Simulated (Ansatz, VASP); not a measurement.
## I: VASP and Ansatz over several settings

```xyz
1
Lattice="0.0000 2.3173 3.8300 2.1475 0.0000 3.8300 2.1475 2.3173 0.0000" Properties=species:S:1:pos:R:3 pbc="T T T"
I     0.0000    0.0000    0.0000
```

Single points on this cell with VASP 6.6.1 and Ansatz 0.2.0. Each row is one pair of runs. Alike in all rows: spin: off; k mesh: 9 × 9 × 9; smearing: fermi-dirac, width 0.05 eV; VASP's potentials, cutoff: VASP PAW PBE potentials, release 64 (I), 520 eV; Ansatz's potentials, cutoff: Ansatz PAW, 420 eV.

```csv
level,"gap on the k mesh at the Fermi level (eV), VASP","gap on the k mesh at the Fermi level (eV), Ansatz","pressure (GPa), VASP","pressure (GPa), Ansatz","largest component of the traceless stress (GPa), VASP","largest component of the traceless stress (GPa), Ansatz"
PBEsol,none,none,0.3,0.3,0.53,0.54
PBE+D3(BJ),none,none,0.8,0.8,1.46,1.50
BLYP,none,none,5.4,5.3,2.70,2.63
```

Pressure (GPa): the two programs differ by at most 0.09; largest component of the traceless stress (GPa): the two programs differ by at most 0.071.

A gap of «none» marks a metal or a gap that the smearing closes.

Caveats: an odd number of electrons without spin polarisation forces a metal; a magnetic or distorted state may lie lower; pairwise dispersion overbinds metals, which lowers pressure and volume (some rows); the PAW data sets were made with another functional, which shifts forces and pressure a little (VASP); the PAW data sets come from PBE, with cores solved anew for the run's functional, which leaves a small shift of forces and pressure (Ansatz).
